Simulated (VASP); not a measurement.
The system is Ti.

```
Ti
1.0
     2.95000    0.00000    0.00000
    -1.47500    2.55477    0.00000
     0.00000    0.00000    4.68000
Ti
2
Direct
  0.66667 0.33333 0.75000
  0.33333 0.66667 0.25000
```

```yaml
Program: VASP 6.6.1
Task: relaxation of cell and atoms
Functional: LDA
Potentials_or_basis: VASP PAW LDA potentials, release 64 (Ti_sv)
Cutoff: 600 eV
k_mesh: 8 × 8 × 6
Occupations: fermi-dirac, width 0.05 eV
Spin: no spin polarisation
```

At the start: pressure -9.9 GPa; volume 17.64 Å³/atom.

**Question.** How do energy, volume and symmetry change on relaxing?

**Answer.** Over 8 steps the energy falls by 50.9 meV/atom and the volume is 16.10 Å³/atom (-8.7 %); space group P6_3/mmc (No. 194, to 0.05 Å).

The path:
| step | energy change (eV) | largest force (eV/Å) | pressure (GPa) | volume (Å³) |
| --- | --- | --- | --- | --- |
| 1 | 0.0000 | 0.0000 | -9.85 | 35.27 |
| 2 | -0.0367 | 0.0000 | 10.03 | 30.02 |
| 3 | -0.1018 | 0.0000 | -0.09 | 32.22 |
| 4 | -0.1018 | 0.0000 | 0.08 | 32.16 |
| 5 | -0.1018 | 0.0000 | 0.02 | 32.19 |
| 6 | -0.1018 | 0.0000 | -0.06 | 32.21 |
| 7 | -0.1018 | 0.0000 | -0.11 | 32.20 |
| 8 | -0.1018 | 0.0000 | -0.04 | 32.20 |

Final structure:
```
Ti
1.0
     2.86298    0.00000    0.00000
    -1.43149    2.47941    0.00000
     0.00000    0.00000    4.53559
Ti
2
Direct
  0.66667 0.33333 0.75000
  0.33333 0.66667 0.25000
```
